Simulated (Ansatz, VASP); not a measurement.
Two plane-wave programs on ZnS

File INCAR:

```
SYSTEM = ZnS
  ALGO = Normal
  EDIFF = 1E-6
  ENCUT = 520
  GGA = PE
  ISIF = 2
  ISMEAR = -1
  LASPH = .True.
  LCHARG = .False.
  LREAL = .False.
  LWAVE = .False.
  NBANDS = 16
  NELM = 60
  PREC = Accurate
  SIGMA = 0.1
```

File KPOINTS:

```
k-points
0
Gamma
  15 15 15
  0 0 0
```

File POSCAR:

```
ZnS
1.0
    3.1974613493      0.0000000000      0.0000000000
    0.0000000000      3.1974613493      0.0000000000
    0.0000000000      0.0000000000      3.1974613493
Zn S
1 1
Direct
    0.0000000000      0.0000000000      0.0000000000
    0.5000000000      0.5000000000      0.5000000000
```

Input for Ansatz:

```yaml
crystal:
  lattice:
    - [3.1974613493, 0.0, 0.0]
    - [0.0, 3.1974613493, 0.0]
    - [0.0, 0.0, 3.1974613493]
  atoms:
    - { symbol: Zn, position: [0.0, 0.0, 0.0] }
    - { symbol: S, position: [0.5, 0.5, 0.5] }
kpoints:
  mp_grid: { grid: [15, 15, 15] }
  band_path:
    path:
      - [0.0, 0.0, 0.0]
      - [0.0, 0.5, 0.0]
      - [0.5, 0.5, 0.0]
      - [0.0, 0.0, 0.0]
      - [0.5, 0.5, 0.5]
      - [0.0, 0.5, 0.0]
      - [0.5, 0.5, 0.5]
      - [0.5, 0.5, 0.0]
    npoints: 8
scf:
  occupations: { method: fermi_dirac, width: 0.1 }
hamiltonian:
  xc: pbe
  pseudopotentials: { kind: paw }
output:
  forces: true
  stress: true
  eigenvalues: true
  populations: true
  dos: { projected: true, de: 0.2, e_range: [-14, 8] }
  write_density: true
  write_potential: true
  elf: true
  volumetric_format: npy
```

Change from the starting cell: volume scaled by 1, PAW files.

Alike in both runs: task single point; functional PBE; k mesh 15 × 15 × 15; occupations fermi-dirac, width 0.1 eV; no spin polarisation.

|  | VASP | Ansatz |
| --- | --- | --- |
| version | VASP 6.6.1 | Ansatz 0.2.0 |
| potentials or method | VASP PAW PBE potentials, release 64 (Zn, S) | PAW with Ansatz's default frozen-core files, scalar-relativistic |
| plane-wave cutoff (eV) | 520 | 420 |
| valence electrons in the cell | 18 | 18 |

Ansatz gave:

```
pressure (GPa) : 0.0
```

Problem. What did VASP give for the same quantities?

Solution. Pressure (GPa): 0.1.

With one functional, cell and mesh, what is left measures potentials, basis and numerics.
